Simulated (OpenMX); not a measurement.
The system is C.

```
CELL_PARAMETERS angstrom
0.00000 1.78337 1.78337
1.78337 0.00000 1.78337
1.78337 1.78337 0.00000
ATOMIC_POSITIONS crystal
C 0.75000 0.75000 0.75000
C 0.50000 0.50000 0.50000
```

This isn't the form of C at room conditions, which is graphite.

Base run:

- Program: OpenMX 3.8.5
- Functional: PBE
- Potentials or basis: OpenMX 2013 PBE set, C6.0-s2p2, grid cutoff 300 Ry
- k mesh: 13 × 13 × 13
- Occupations: fermi-dirac, width 0.05 eV
- Spin: no spin polarisation

Its results: band gap on the k mesh 4.60 eV, indirect (least direct gap 6.04 eV); pressure 9.4 GPa.

Task: After a change of settings the same cell gave: band gap on the k mesh 4.26 eV, indirect (least direct gap 5.65 eV); pressure 0.9 GPa. Which change was it?
A. potentials or basis from OpenMX 2013 PBE set, C6.0-s2p2, grid cutoff 300 Ry to OpenMX 2013 PBE set, C6.0-s2p2d1, grid cutoff 300 Ry
B. functional from PBE to LDA; potentials or basis from OpenMX 2013 PBE set, C6.0-s2p2, grid cutoff 300 Ry to OpenMX 2013 LDA set, C6.0-s2p2d1, grid cutoff 300 Ry
C. potentials or basis from OpenMX 2013 PBE set, C6.0-s2p2, grid cutoff 300 Ry to OpenMX 2013 PBE set, C6.0-s3p2d2, grid cutoff 300 Ry
D. potentials or basis from OpenMX 2013 PBE set, C6.0-s2p2, grid cutoff 300 Ry to OpenMX 2013 PBE set, C6.0-s2p2, grid cutoff 420 Ry; k mesh from 13 × 13 × 13 to 9 × 9 × 9

Result: C.

Caveats: the basis of atomic orbitals isn't converged, which shifts pressures, moduli and gaps.

Not every run made on this cell is shown here.
